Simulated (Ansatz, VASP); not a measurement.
**WSe2: VASP beside Ansatz**

INCAR

```
PREC = Accurate
ENCUT = 520
EDIFF = 1E-6
ISMEAR = 0
SIGMA = 0.05
LREAL = False
LASPH = True
NELM = 100
ALGO = Normal
ISIF = 2
LWAVE = False
LCHARG = False
LDIPOL = True
IDIPOL = 3
DIPOL = 0.5 0.5 0.393
GGA = PE
IVDW = 12
NBANDS = 35
```

File KPOINTS:

```
Automatic mesh
0
Gamma
  9 9 1
```

Contents of POSCAR:

```
WSe2
1.0
    3.2854926884      0.0000000000      0.0000000000
   -1.6427463442      2.8453201321      0.0000000000
    0.0000000000      0.0000000000     24.2386466672
Se W
4 2
Direct
    0.3333333333      0.6666666667      0.1856539295
    0.3333333333      0.6666666667      0.3246601777
    0.3333333333      0.6666666667      0.4612189569
    0.3333333333      0.6666666667      0.6002252051
    0.6666666667      0.3333333333      0.2551570536
    0.0000000000      1.0000000000      0.5307220810
```

Input for Ansatz:

```yaml
crystal:
  lattice:
    - [3.2854926884, 0.0, 0.0]
    - [-1.6427463442, 2.8453201321, 0.0]
    - [0.0, 0.0, 24.2386466672]
  atoms:
    - { symbol: Se, position: [0.3333333333, 0.6666666667, 0.1856539295] }
    - { symbol: W, position: [0.6666666667, 0.3333333333, 0.2551570536] }
    - { symbol: Se, position: [0.3333333333, 0.6666666667, 0.3246601777] }
    - { symbol: Se, position: [0.3333333333, 0.6666666667, 0.4612189569] }
    - { symbol: W, position: [0.0, 1.0, 0.530722081] }
    - { symbol: Se, position: [0.3333333333, 0.6666666667, 0.6002252051] }
basis:
  ecutwfc: 420
kpoints:
  mp_grid: { grid: [9, 9, 1] }
hamiltonian:
  xc: pbe
  pseudopotentials: { kind: paw, azcp: { folder: soft_1 } }
  dispersion: d3bj
scf:
  occupations: { method: gaussian, width: 0.05 }
output:
  forces: true
  eigenvalues: true
efield:
  axis: 3
  dipole_correction: true
  ramp_width: 0.04
```

Alike in both runs: task single point; functional PBE; dispersion D3(BJ); k mesh 9 × 9 × 1; occupations gaussian, width 0.05 eV; no spin polarisation.

```csv
,VASP,Ansatz
version,VASP 6.6.1,Ansatz 0.2.0
potentials or method,"VASP PAW PBE potentials, release 64 (Se, W_sv)","scalar-relativistic, plane waves, PAW"
plane-wave cutoff (eV),520,420
valence electrons in the cell,52,92
```

|  | VASP | Ansatz | Ansatz less VASP |
| --- | --- | --- | --- |
| gap on the k mesh at the Fermi level (eV) | 1.45 | 1.45 | +0.004 |
| least direct gap on the mesh (eV) | 1.67 | 1.68 | +0.003 |
| rms of the force components (eV/Å) | 0.061 | 0.076 | +0.0143 |

The two sets of potentials don't hold the same shells in valence.

Caveats: spin-orbit coupling is left out, which moves the levels of the heavy elements.
